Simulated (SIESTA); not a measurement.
The system is HfO2.

```
CELL_PARAMETERS angstrom
3.55802 0.00000 0.00000
0.00000 3.55802 0.00000
0.00000 0.00000 5.17186
ATOMIC_POSITIONS crystal
Hf 0.00000 0.00000 0.00000
Hf 0.50000 0.50000 0.50000
O 0.00000 0.50000 0.19721
O 0.50000 0.00000 0.30279
O 0.50000 0.00000 0.80279
O 0.00000 0.50000 0.69721
```

Measurements of this composition are mostly on another form, of space group No. 14.

Base run:

```yaml
Program: SIESTA 5.4.2
Functional: PBE
Potentials_or_basis: PseudoDojo 0.4 standard (PBE files)
Basis: DZP (energy shift 0.003 Ry; two zetas on semicore shells)
Grid_cutoff: 800 Ry
Energy_shift: 0.003 Ry
k_mesh: 8 × 8 × 5
Occupations: fermi-dirac, width 0.05 eV
Spin: no spin polarisation
```

Its results: band gap on the k mesh 4.60 eV, indirect (least direct gap 4.66 eV); pressure 12.7 GPa; largest force 0.301 eV/Å.

The run is repeated on the same cell with these changes: functional from PBE to LDA; potentials or basis from PseudoDojo 0.4 standard (PBE files) to PseudoDojo 0.4 standard (LDA files). What comes out?

Band gap on the k mesh 4.44 eV, indirect (least direct gap 4.51 eV); pressure -3.4 GPa; largest force 0.158 eV/Å.

Caveats: short orbitals over semicore shells can move pressures by several GPa; spin-orbit coupling is left out, which moves the levels of the heavy elements; the basis of atomic orbitals isn't converged, which shifts pressures, moduli and gaps.
